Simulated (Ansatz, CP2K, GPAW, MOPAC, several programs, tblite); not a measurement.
# What cheap methods get right for LiH

Aim: run LiH through methods of unlike cost and see what each gets, and at what price.

Program: MOPAC, tblite, CP2K, GPAW, Ansatz (versions at each run). Level of theory: no spin polarisation, static lattice; gaps from single points on the cell relaxed beforehand with r²SCAN. These are calculated values, not measurements.

### Step 1. The system as given

It takes space group P6_3/mmc (No. 194, hexagonal). Conventional cell: a = 3.255 Å, b = 3.255 Å, c = 4.069 Å, α = 90.00°, β = 90.00°, γ = 120.00°. Around Li (site symmetry -6m2) lie 5 H at 1.88 to 2.03 Å. Around H (site symmetry -6m2) lie 5 Li at 1.88 to 2.03 Å.

Coordinates:

```xyz
4
Lattice="3.2548 0.0000 0.0000 -1.6274 2.8188 0.0000 0.0000 0.0000 4.0691" Properties=species:S:1:pos:R:3 pbc="T T T"
Li    0.0000    1.8792    1.0173
Li    1.6274    0.9396    3.0518
H     1.6274    0.9396    1.0173
H     0.0000    1.8792    3.0518
```

The structure type (flat hexagonal layers, h-BN or h-MgO type) is imposed and need not be the compound's stable one.

**Question.** The methods are PM6, PM7, GFN1-xTB (tblite), GFN2-xTB (tblite), PBE/DZVP, PBE/single-zeta, PBE/SZV, coarse PBE, GLLB-SC, PBE, r2SCAN. What gap does r2SCAN give on this cell, and which other methods (full PBE left aside) come nearest to r2SCAN and farthest in gap, volume and bulk modulus?

| quantity | value |
| --- | --- |
| r2SCAN | gap 2.34 eV, 9.33 Å³/atom, B₀ 30 GPa |
| gap: nearest and farthest of the other methods | GFN1-xTB (tblite) (+0.37 eV), PM6 (+9.51 eV) |
| volume: nearest and farthest of the other methods | PBE/SZV (-1.7 %), PM7 (+10.8 %) |
| bulk modulus: nearest and farthest of the other methods | coarse PBE (-1 %), PM7 (+35 %) |

In words: For the gap, of the 9 methods compared (full PBE left aside), GFN1-xTB (tblite) comes nearest to r2SCAN and PM6 is farthest. Among the 4 methods compared for the volume (full PBE left aside), PBE/SZV is nearest to r2SCAN and PM7 farthest. For the bulk modulus, of the 4 methods compared (full PBE left aside), coarse PBE comes nearest to r2SCAN and PM7 is farthest. A minimal basis or a coarse cutoff and mesh shifts results by its own error, so closeness to r2SCAN can be chance. Cluster runs see only the k-points that fold onto the zone centre, so their gaps can miss the band edges. GLLB-SC is compared with its derivative discontinuity added. No volume is given for PM6, GFN1-xTB (tblite), GFN2-xTB (tblite), PBE/single-zeta, which can hide a larger miss. CPU times run from 0.53 s (coarse PBE) to 38 s (PBE/DZVP). On this cell GFN2-xTB (tblite), PBE/DZVP, PBE/single-zeta, PBE/SZV, GLLB-SC cost more than r2SCAN itself (4.7 s), so they are no saving here. r2SCAN is a yardstick, not the truth: it usually gives gaps below the measured ones.
